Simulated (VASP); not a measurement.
The system is SrO.

```
Sr O
1.0
     0.00000    2.56630    2.56630
     2.56630    0.00000    2.56630
     2.56630    2.56630    0.00000
Sr O
1 1
Direct
  0.50000 0.50000 0.50000
  0.00000 0.00000 0.00000
```

Base run:

* Program: VASP 6.6.1
* Functional: RPBE
* Potentials or basis: VASP PAW PBE potentials, release 64 (Sr_sv, O)
* Cutoff: 520 eV
* k mesh: 9 × 9 × 9
* Occupations: fermi-dirac, width 0.05 eV
* Spin: no spin polarisation

Its results: band gap on the k mesh 3.44 eV, indirect (least direct gap 3.53 eV); pressure 7.0 GPa.

Question: The run is repeated on the same cell with these changes: functional from RPBE to PW91. What comes out?

Answer: Band gap on the k mesh 3.32 eV, indirect (least direct gap 3.41 eV); pressure 3.5 GPa.

PW91 binds more tightly than RPBE, so the same cell stands under less pressure.

Caveats: the PAW data sets were made with another functional, which shifts forces and pressure a little.

A k mesh can miss the band edges.
